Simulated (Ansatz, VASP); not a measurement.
KF in VASP and in Ansatz

The input INCAR:

```
SYSTEM = KF
ALGO = Normal ; EDIFF = 1E-6
ENCUT = 520 ; GGA = PE
ISIF = 2 ; ISMEAR = 0
LASPH = .True. ; LCHARG = .False.
LREAL = .False. ; LWAVE = .False.
NBANDS = 15 ; NELM = 60
PREC = Accurate ; SIGMA = 0.02
```

Contents of KPOINTS:

```
k-points
0
Gamma
  8 8 8
  0 0 0
```

File POSCAR:

```
KF
1.0
    0.0000000000      2.7731413450      2.7731413450
    2.7731413450      0.0000000000      2.7731413450
    2.7731413450      2.7731413450      0.0000000000
K F
1 1
Direct
    0.0000000000      0.0000000000      0.0000000000
    0.5000000000      0.5000000000      0.5000000000
```

Input for Ansatz:

```yaml
crystal:
  lattice:
    - [0.0, 2.773141345, 2.773141345]
    - [2.773141345, 0.0, 2.773141345]
    - [2.773141345, 2.773141345, 0.0]
  atoms:
    - { symbol: K, position: [0.0, 0.0, 0.0] }
    - { symbol: F, position: [0.5, 0.5, 0.5] }
basis:
  ecutwfc: 420
kpoints:
  mp_grid: { grid: [8, 8, 8] }
hamiltonian:
  xc: pbe
scf:
  occupations: { method: gaussian, width: 0.02 }
output:
  forces: true
  stress: true
  eigenvalues: true
```

Alike in both runs: task single point; functional PBE; k mesh 8 × 8 × 8; occupations gaussian, width 0.02 eV; no spin polarisation.

```csv
,VASP,Ansatz
version,VASP 6.6.1,Ansatz 0.2.0
potentials or method,"VASP PAW PBE potentials, release 64 (K_sv, F)","scalar-relativistic, plane waves, PAW"
plane-wave cutoff (eV),520,420
valence electrons in the cell,16,16
```

Ansatz gave:

| Property | Result |
| --- | --- |
| gap on the k mesh at the Fermi level (eV) | 5.63 |
| least direct gap on the mesh (eV) | 5.63 |
| pressure (GPa) | -1.7 |

Q: What did VASP give for the same quantities?

A: gap on the k mesh at the Fermi level (eV): 5.62; least direct gap on the mesh (eV): 5.62; pressure (GPa): -1.7.

With one functional, cell and mesh, what is left measures potentials, basis and numerics.

A k mesh can miss the band edges.
